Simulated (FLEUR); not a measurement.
# BN (F-43m) in FLEUR: a series of runs, part 2 of 2

FLEUR MaX-R8.1 (later development tree). The steps go on from the part before.

**4. Equation of state, r2SCAN, 5.60 Å³/atom (volume scaled by 0.94)**

Changes to inp.xml since step 3:

```diff
@@ -6,3 +6,3 @@
    <calculationSetup>
-      <cutoffs Kmax="5.26" Gmax="16.3" GmaxXC="16.3" numbands="0"/>
+      <cutoffs Kmax="5.41" Gmax="16.8" GmaxXC="16.8" numbands="0"/>
       <scfLoop itmax="80" minDistance="0.0001" maxIterBroyd="30" imix="Anderson" alpha="0.05" precondParam="0.0" spinf="2.0" sdNocoIR="T"/>
@@ -27,3 +27,3 @@
       <xi:include xmlns:xi="http://www.w3.org/2001/XInclude" href="sym.xml"> </xi:include>
-      <bulkLattice scale="1.0">
+      <bulkLattice scale="0.9795861087">
          <bravaisMatrix>
@@ -37,3 +37,3 @@
       <species name="Nitrogen (N)" element="N" atomicNumber="7">
-         <mtSphere radius="1.37" gridPoints="453" logIncrement="0.023"/>
+         <mtSphere radius="1.33" gridPoints="453" logIncrement="0.023"/>
          <atomicCutoffs lmax="8" lnonsphr="8"/>
@@ -51,3 +51,3 @@
       <species name="Boron (B)" element="B" atomicNumber="5">
-         <mtSphere radius="1.37" gridPoints="453" logIncrement="0.022"/>
+         <mtSphere radius="1.33" gridPoints="453" logIncrement="0.022"/>
          <atomicCutoffs lmax="8" lnonsphr="8"/>
```

Potentials or basis: all-electron, FLAPW.

On the command line:

```
inpgen -f crystal.txt -profile fastHighL
# inp.xml edited to the form shown
fleur_MPI
```

Standard output:

```text
Welcome to FLEUR        (www.flapw.de)
      MaX-Release 8.1          (www.max-centre.eu)
 func_ids         498         497         498         497
 MetaGGA potential functional detected - V_tau will be computed
 Auxiliary Potential for radial basis: exchange=         117  correlation=         130
The functional 'Re-regularized SCAN exchange by Furness et al' is an exchange functional, it belongs to the 'MGGA' family and is defined in the reference(s):
[1] J. W. Furness, A. D. Kaplan, J. Ning, J. P. Perdew, and J. Sun.,  J. Phys. Chem. Lett. 11, 8208-8215 (2020)
[2] J. W. Furness, A. D. Kaplan, J. Ning, J. P. Perdew, and J. Sun.,  J. Phys. Chem. Lett. 11, 9248-9248 (2020)
The functional 'Re-regularized SCAN correlation by Furness et al' is a correlation functional, it belongs to the 'MGGA' family and is defined in the reference(s):
[1] J. W. Furness, A. D. Kaplan, J. Ning, J. P. Perdew, and J. Sun.,  J. Phys. Chem. Lett. 11, 8208-8215 (2020)
[2] J. W. Furness, A. D. Kaplan, J. Ning, J. P. Perdew, and J. Sun.,  J. Phys. Chem. Lett. 11, 9248-9248 (2020)
 Using same functional for VXC and EXC

 ========== k-point set info ==========
[... 40 lines left out ...]
[2] J. P. Perdew, K. Burke, and M. Ernzerhof.,  Phys. Rev. Lett. 78, 1396 (1997)
 Using same functional for VXC and EXC
Nuclear radius smaller than smallest radial mesh point for atom type 2 -- skipping its core isomer shift
[... 78 lines left out ...]
[2] J. P. Perdew, K. Burke, and M. Ernzerhof.,  Phys. Rev. Lett. 78, 1396 (1997)
 Using same functional for VXC and EXC
Nuclear radius smaller than smallest radial mesh point for atom type 2 -- skipping its core isomer shift
Nuclear radius smaller than smallest radial mesh point for atom type 2 -- skipping its isomer shift
 Iteration:    12   Distance:       0.00031810 me/bohr^3
The functional 'Hammer, Hansen, and Norskov' is an exchange functional, it belongs to the 'GGA' family and is defined in the reference(s):
[1] B. Hammer, L. B. Hansen, and J. K. Nørskov.,  Phys. Rev. B 59, 7413 (1999)
The functional 'Perdew, Burke & Ernzerhof' is a correlation functional, it belongs to the 'GGA' family and is defined in the reference(s):
[1] J. P. Perdew, K. Burke, and M. Ernzerhof.,  Phys. Rev. Lett. 77, 3865 (1996)
[2] J. P. Perdew, K. Burke, and M. Ernzerhof.,  Phys. Rev. Lett. 78, 1396 (1997)
 Using same functional for VXC and EXC
Nuclear radius smaller than smallest radial mesh point for atom type 2 -- skipping its core isomer shift
Nuclear radius smaller than smallest radial mesh point for atom type 2 -- skipping its isomer shift
 Iteration:    13   Distance:       0.00005478 me/bohr^3

 ********************************************************************
 Run finished successfully
 Stop message:
   all done
 ********************************************************************
```

out.xml (last iteration):

```text
<iteration numberForCurrentRun="   13" overallNumber="   13">
         <energyParameters units="Htr">
            <atomicEP atomType="1" spin="1" branch="2s" branchLowest="-13.39" branchHighest="2.05" value="-0.3512056994"/>
            <atomicEP atomType="1" spin="1" branch="2p" branchLowest="-9.99" branchHighest="2.00" value="-0.0856601591"/>
            <atomicEP atomType="1" spin="1" branch="3d" branchLowest="-9.99" branchHighest="6.96" value="0.1291347140"/>
[... 80 lines left out ...]
               <electronNucleiInteractionDifferentMTs value="26.4466434471"/>
               <MadelungTerm value="-3.6411436146"/>
            </atomTypeDependentContributions>
            <tkbTimesEntropy value="0.0000000000"/>
            <freeEnergy value="-79.7586690322"/>
            <extrapolationTo0K value="-79.7586690322"/>
         </totalEnergy>
         <densityConvergence units="me/bohr^3">
            <chargeDensity spin="1" distance="0.0000547849"/>
         </densityConvergence>
      </iteration>
```

Wall time 63 s (1 thread of Intel Xeon at 2.50GHz (Skylake/Cascade Lake), shared host); peak memory 0.06 GiB.

What came out:

| Quantity | Value |
| --- | --- |
| Free energy | -2170.3439 eV |
| Band gap on the k mesh | 5.13 eV, indirect (least direct gap 9.80 eV) |
| Valence electrons inside the program's atomic spheres | N 3.26; B 1.04 (radii N 1.33, B 1.33 bohr) |

Caveat: the meta-GGA is that of a development version, with a GGA for the radial functions and cores and without core tails; an odd mesh through Γ misses points on the zone boundary, where band edges often lie.

**5. Equation of state, r2SCAN, 5.72 Å³/atom (volume scaled by 0.96)**

Changes to inp.xml since step 4:

```diff
@@ -27,3 +27,3 @@
       <xi:include xmlns:xi="http://www.w3.org/2001/XInclude" href="sym.xml"> </xi:include>
-      <bulkLattice scale="0.9795861087">
+      <bulkLattice scale="0.9864848297">
          <bravaisMatrix>
```

On the command line:

```
inpgen -f crystal.txt -profile fastHighL
# inp.xml edited to the form shown
fleur_MPI
```

Wall time 66 s (1 thread of Intel Xeon at 2.50GHz (Skylake/Cascade Lake), shared host); peak memory 0.06 GiB.

The run converged. Its results:

| Item | Value |
| --- | --- |
| Free energy | -2170.3679 eV |
| Band gap on the k mesh | 5.11 eV, indirect (least direct gap 9.70 eV) |
| Valence electrons inside the program's atomic spheres | N 3.25; B 1.02 (radii N 1.33, B 1.33 bohr) |

Caveat: the meta-GGA is that of a development version, with a GGA for the radial functions and cores and without core tails; an odd mesh through Γ misses points on the zone boundary, where band edges often lie.

**6. Equation of state, r2SCAN, 5.96 Å³/atom**

Changes to inp.xml since step 5:

```diff
@@ -27,3 +27,3 @@
       <xi:include xmlns:xi="http://www.w3.org/2001/XInclude" href="sym.xml"> </xi:include>
-      <bulkLattice scale="0.9864848297">
+      <bulkLattice scale="1.0000000000">
          <bravaisMatrix>
```

Potentials or basis: all-electron, FLAPW.

On the command line:

```
inpgen -f crystal.txt -profile fastHighL
# inp.xml edited to the form shown
fleur_MPI
```

Wall time 64 s (1 thread of Intel Xeon at 2.50GHz (Skylake/Cascade Lake), shared host); peak memory 0.06 GiB.

It converged, with:

* Free energy: -2170.3766 eV
* Band gap on the k mesh: 5.05 eV, indirect (least direct gap 9.49 eV)
* Valence electrons inside the program's atomic spheres: N 3.21; B 0.99 (radii N 1.33, B 1.33 bohr)

Caveat: the meta-GGA is that of a development version, with a GGA for the radial functions and cores and without core tails; an odd mesh through Γ misses points on the zone boundary, where band edges often lie.

**7. Equation of state, r2SCAN, 6.20 Å³/atom (volume scaled by 1.04)**

Changes to inp.xml since step 6:

```diff
@@ -27,3 +27,3 @@
       <xi:include xmlns:xi="http://www.w3.org/2001/XInclude" href="sym.xml"> </xi:include>
-      <bulkLattice scale="1.0000000000">
+      <bulkLattice scale="1.0131594038">
          <bravaisMatrix>
```

On the command line:

```
inpgen -f crystal.txt -profile fastHighL
# inp.xml edited to the form shown
fleur_MPI
```

Run time: 75 s. Hardware: 1 thread of Intel Xeon at 2.50GHz (Skylake/Cascade Lake), shared host; peak memory 0.06 GiB.

The run converged. Its results:

| Item | Value |
| --- | --- |
| Free energy | -2170.3409 eV |
| Band gap on the k mesh | 5.00 eV, indirect (least direct gap 9.30 eV) |
| Valence electrons inside the program's atomic spheres | N 3.18; B 0.95 (radii N 1.33, B 1.33 bohr) |

Caveat: the meta-GGA is that of a development version, with a GGA for the radial functions and cores and without core tails; an odd mesh through Γ misses points on the zone boundary, where band edges often lie.

**8. Equation of state, r2SCAN, 6.32 Å³/atom (volume scaled by 1.06)**

Changes to inp.xml since step 7:

```diff
@@ -27,3 +27,3 @@
       <xi:include xmlns:xi="http://www.w3.org/2001/XInclude" href="sym.xml"> </xi:include>
-      <bulkLattice scale="1.0131594038">
+      <bulkLattice scale="1.0196128224">
          <bravaisMatrix>
```

On the command line:

```
inpgen -f crystal.txt -profile fastHighL
# inp.xml edited to the form shown
fleur_MPI
```

It took 78 s on 1 thread of Intel Xeon at 2.50GHz (Skylake/Cascade Lake), shared host; peak memory 0.07 GiB.

It converged, with:

```yaml
Free_energy: -2170.3088 eV
Band_gap_on_the_k_mesh: 4.97 eV, indirect (least direct gap 9.21 eV)
Valence_electrons_inside_the_program's_atomic_spheres: N 3.16; B 0.94 (radii N 1.33, B 1.33 bohr)
```

Caveat: the meta-GGA is that of a development version, with a GGA for the radial functions and cores and without core tails; an odd mesh through Γ misses points on the zone boundary, where band edges often lie.

**9. Equation of state, r2SCAN**

Potentials or basis: all-electron, FLAPW.

This step only gathers the single runs of the series.

Results:

```
Equilibrium volume : 5.88 Å³/atom
Bulk modulus       : 391 GPa
```

Energy against volume, from the lowest point:
| volume (Å³/atom) | energy (meV/atom) |
| --- | --- |
| 5.602 | 16.31 |
| 5.721 | 4.34 |
| 5.959 | 0.00 |
| 6.198 | 17.84 |
| 6.317 | 33.90 |

Caveat: the meta-GGA is that of a development version, with a GGA for the radial functions and cores and without core tails.

**10. Summary**

| task | level | gmax | muffin-tin radii | max iterations | mixing factor | mixer | kmax | gap on the mesh (eV) |
| --- | --- | --- | --- | --- | --- | --- | --- | --- |
| band structure | LDA | 16.3 1/bohr | N 1.37, B 1.37 bohr | 60 | 0.05 | Anderson | 5.26 1/bohr | 4.41 |
| band structure | r2SCAN | 16.3 1/bohr | N 1.37, B 1.37 bohr | 80 | 0.05 | Anderson | 5.26 1/bohr | 5.05 |
| equation of state | r2SCAN | 16.8 1/bohr | N 1.33, B 1.33 bohr | - | - | - | 5.41 1/bohr | - |

Alike in all rows: potentials or basis all-electron, FLAPW; no spin polarisation; cell as given; k mesh 13 × 13 × 13; smearing fermi-dirac 0.05 eV.

Caveats: the meta-GGA is that of a development version, with a GGA for the radial functions and cores and without core tails (some runs).

Compare energies only between runs with the same functional and basis.

**11. Comparison with measurements**

Step 2. Measured gap of BN: 6.4 eV (indirect; 300 K; a printed reference work, monograph). This calculation gives 4.34 eV (-2.06 eV). The value is that of LDA, without temperature or zero-point motion. Semilocal functionals fall short of measured gaps as a rule. The cell is a database's relaxed one, not the measured one, which moves gaps too.

Step 3. Against the measured gap of BN, 6.4 eV (indirect; 300 K; a printed reference work, monograph), the calculated 4.97 eV is off by -1.43 eV. The value is that of r2SCAN, without temperature or zero-point motion. The cell is a database's relaxed one, not the measured one, which moves gaps too.

Step 9. Against the measured bulk modulus of BN, 395 GPa (300 K; quoted in “Effect of nanostructuration on compressibility of cubic BN”, 2012, arxiv:1208.3664), the calculated 391 GPa is off by -0.9 %. The fit is for a static lattice scaled at fixed shape and fixed fractional positions.
